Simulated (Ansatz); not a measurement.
Crystal: P.

```
P
1.0
     1.64774   -5.46504    0.00000
     1.64774    5.46504    0.00000
     0.00000    0.00000    4.54364
P
4
Cartesian
  1.6477 -4.4173 2.6754
  1.6477 4.4173 1.8683
  1.6477 -1.0477 0.4035
  1.6477 1.0477 4.1401
```

Base run:

| Item | Value |
| --- | --- |
| Program | Ansatz 0.2.0 |
| Functional | revPBE |
| Potentials or basis | Ansatz PAW |
| Cutoff | 420 eV (not typed: the program's choice for these potentials) |
| k mesh | 5 × 5 × 4 |
| Occupations | fermi-dirac, width 0.05 eV |
| Spin | no spin polarisation |

Its results: band gap on the k mesh 0.48 eV, direct; pressure 3.4 GPa; largest force 0.350 eV/Å.

Question: After a change of settings the same cell gave: band gap on the k mesh 1.68 eV, direct; pressure -0.2 GPa; largest force 0.145 eV/Å. Which change was it?
A. functional from revPBE to PBEsol
B. functional from revPBE to PBE0
C. functional from revPBE to HSE06
D. functional from revPBE to RPBE

Answer: B.

PBE0 gives the wider gap, since exact exchange removes part of the self-interaction.

Caveats: odd divisions of the mesh miss points on the zone boundary, where band edges often lie, so the gap on the mesh can be too wide; the PAW data sets come from PBE, with cores solved anew for the run's functional, which leaves a small shift of forces and pressure; the density of states is complete only up to the lowest level of the last band computed; the thresholds are loose for stress (some runs).

Runs at the PBE level aren't shown here.
